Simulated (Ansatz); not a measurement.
Si2W:

```xyz
9
Lattice="4.6169 0.0000 0.0000 -2.3084 3.9983 0.0000 0.0000 0.0000 6.6532" Properties=species:S:1:pos:R:3 pbc="T T T"
W     2.3084    0.0000    3.3266
W     1.1542    1.9992    5.5444
W    -1.1542    1.9992    1.1089
Si    1.1332    0.6542    1.1089
Si    3.4837    0.6542    5.5444
Si    0.0000    1.3085    3.3266
Si    1.1753    3.3441    1.1089
Si   -1.1753    3.3441    5.5444
Si    2.3084    2.6899    3.3266
```

Measurements of this composition are mostly on another form, of space group No. 139.

* Program: Ansatz 0.2.0
* Task: relaxation of cell and atoms
* Functional: BLYP
* Dispersion: D4
* Potentials or basis: Ansatz PAW
* Cutoff: 420 eV (not typed: the program's choice for these potentials)
* k mesh: 7 × 7 × 4
* Occupations: fermi-dirac, width 0.05 eV
* Spin: no spin polarisation

At the start: volume 13.65 Å³/atom.

Task: How do energy, volume and symmetry change on relaxing?

Result: It ends after 6 steps and the volume is 13.39 Å³/atom (-1.8 %); space group P6_222 (No. 180, to 0.05 Å).

Step by step:
```tsv
step	energy change (eV)	largest force (eV/Å)	volume (Å³)
1	0.0000	0.0085	122.82
2	-0.0265	0.0537	119.71
3	-0.0307	0.0060	120.57
4	-0.0307	0.0008	120.55
5	-0.0307	0.0000	120.55
6	-0.0301	0.0000	120.55
```

Final structure:
```yaml
crystal:
  lattice:
    - [4.59494, 0.00000, 0.00000]
    - [-2.29747, 3.97934, 0.00000]
    - [0.00000, 0.00000, 6.59290]
  atoms:
    - { symbol: W, position: [0.50000, 0.00000, 0.50000] }
    - { symbol: W, position: [0.50000, 0.50000, 0.83333] }
    - { symbol: W, position: [0.00000, 0.50000, 0.16667] }
    - { symbol: Si, position: [0.32708, 0.16354, 0.16667] }
    - { symbol: Si, position: [0.83646, 0.16354, 0.83333] }
    - { symbol: Si, position: [0.16354, 0.32708, 0.50000] }
    - { symbol: Si, position: [0.67292, 0.83646, 0.16667] }
    - { symbol: Si, position: [0.16354, 0.83646, 0.83333] }
    - { symbol: Si, position: [0.83646, 0.67292, 0.50000] }
```

Caveat: the plane-wave basis is chosen anew once the cell has moved, so the energies of steps on either side of that aren't comparable; the PAW data sets come from PBE, with cores solved anew for the run's functional, which leaves a small shift of forces and pressure.
